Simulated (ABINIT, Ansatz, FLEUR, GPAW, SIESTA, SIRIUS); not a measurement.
One calculation of Sn, 7 ways

```xyz
1
Lattice="-1.6658 1.7656 2.2958 1.7444 -1.7991 2.3793 1.6824 1.8152 -2.3212" Properties=species:S:1:pos:R:3 pbc="T T T"
Sn   -0.0176    0.0062   -0.0314
```

This isn't the form of Sn at room conditions, which is tetragonal (white tin).

The given cell was strained at random by a few per cent at fixed volume.

Alike in all runs: task single point; functional PBEsol; k mesh 11 × 11 × 11; occupations fermi-dirac, width 0.05 eV; no spin polarisation; no spin-orbit coupling. Pressure is positive in compression and, in plane waves, holds the error of the finite cutoff, which Ansatz's Pulay term estimates and takes out.

```tsv
program and potentials	plane-wave cutoff (eV)	notes	pressure (GPa)	energy over the undisturbed cell (meV/atom)
Ansatz, Ansatz PAW	420	potentials made for PBE, which Ansatz adapts in part; Pulay term of +0.03 GPa included	-3.58	4.88
Ansatz, all-electron LAPW, scalar-relativistic	-	-	-3.58	-
GPAW, PAW data sets generated for this functional	600	-	-3.76	4.79
ABINIT, PseudoDojo NC SR PBEsol v0.4.1 standard	980	-	-3.53	-
SIESTA, files PseudoDojo sr-pbesol-0.4.1-standard, DZP (energy shift 0.003 Ry; two zetas on semicore shells)	-	atomic basis	-2.60	4.99
SIRIUS, PseudoDojo 0.4.1 PBEsol standard (scalar relativistic)	983	-	-3.53	4.92
FLEUR, all-electron, FLAPW	-	-	-	4.89
```

The pressure spans -3.76 (GPAW, PAW data sets generated for this functional) to -2.60 GPa (SIESTA, files PseudoDojo sr-pbesol-0.4.1-standard, DZP (energy shift 0.003 Ry; two zetas on semicore shells)), with all-electron results at -3.58. Rows in atomic bases carry the error of their basis and grid, which can be large.

The functional is the same throughout but for its coding, so the spread measures potentials, basis and numerics; runs on potential files found faulty are left out.
